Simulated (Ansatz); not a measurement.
Density of states of Te2Mo (P6_3/mmc, a = 3.497 Å, b = 3.497 Å, c = 13.702 Å, α = 90.00°, β = 90.00°, γ = 120.00°), in states per eV and primitive cell, averaged over bins of 0.3 eV. Computed with Ansatz 0.2.0, DFT PBE+D3(BJ), scalar-relativistic, plane waves, PAW.

Settings: cutoff 420 eV, Γ-centred mesh 9×9×2 on the computed 6-atom cell, Gaussian smearing of 0.02 eV; no spin polarisation.

The cell is relaxed at this level. The states (both spins) are summed by tetrahedra on a 14×14×3 mesh at the self-consistent density. Energies are bin centres; the table starts no lower than −8 eV and ends at 6 eV, or lower where the solved bands end.

The gap is 0.60 eV at this level, with the zero inside it.

```tsv
E − E_F (eV)	total	Mo 4d	Te 5p	Mo 5s	Te 5s
-6.30	0.29	0.04	0.22	0.02	0.01
-6.00	1.67	0.23	1.24	0.13	0.04
-5.70	2.61	0.42	1.90	0.18	0.07
-5.40	5.62	1.13	4.06	0.24	0.12
-5.10	5.80	1.37	4.13	0.11	0.13
-4.80	3.55	0.88	2.43	0.08	0.12
-4.50	2.31	0.57	1.53	0.08	0.11
-4.20	4.94	1.27	3.19	0.14	0.25
-3.90	4.02	1.05	2.63	0.10	0.17
-3.60	5.63	1.72	3.32	0.15	0.32
-3.30	4.53	1.51	2.65	0.09	0.19
-3.00	5.85	2.33	3.19	0.06	0.17
-2.70	4.66	2.22	2.23	0.04	0.10
-2.40	6.13	2.52	3.23	0.04	0.22
-2.10	7.68	3.20	4.07	0.05	0.21
-1.80	7.32	3.32	3.64	0.04	0.13
-1.50	7.18	3.72	3.12	0.05	0.08
-1.20	2.73	1.62	0.99	0.01	0.05
-0.90	7.06	3.89	2.84	0.08	0.09
-0.60	3.20	1.70	1.34	0.03	0.06
-0.30	0.56	0.18	0.34	0.00	0.02
0.00	0.00	0.00	0.00	0.00	0.00
0.30	0.15	0.10	0.04	0.00	0.01
0.60	2.40	1.60	0.61	0.03	0.07
0.90	6.02	4.26	1.37	0.08	0.11
1.20	8.65	5.91	2.15	0.19	0.14
1.50	6.17	3.56	2.09	0.12	0.13
1.80	6.21	3.05	2.66	0.05	0.16
2.10	5.20	2.19	2.57	0.02	0.15
2.40	3.38	1.26	1.81	0.01	0.10
2.70	4.57	1.72	2.44	0.02	0.16
3.00	4.56	1.67	2.44	0.06	0.15
3.30	3.15	1.09	1.57	0.16	0.09
3.60	2.35	0.81	0.99	0.23	0.10
3.90	1.47	0.37	0.48	0.32	0.06
4.20	1.66	0.15	0.26	0.56	0.03
4.50	1.76	0.11	0.23	0.57	0.03
4.80	1.80	0.09	0.23	0.57	0.03
5.10	1.37	0.05	0.15	0.35	0.02
5.40	1.64	0.05	0.17	0.36	0.03
5.70	2.26	0.06	0.19	0.36	0.04
```

The columns after the total are the main Löwdin projections on the occupied valence shells of the potentials; 1 other is left out. The rest of the total lies in those, in shells that are empty in the free atom, which aren't projected, and between the atoms.

Spin-orbit coupling is left out, which matters for the bands of heavy elements.

Cost: 1 run of about 1 core-minutes, on Intel Xeon 6975P-C (Granite Rapids) (shared hosts).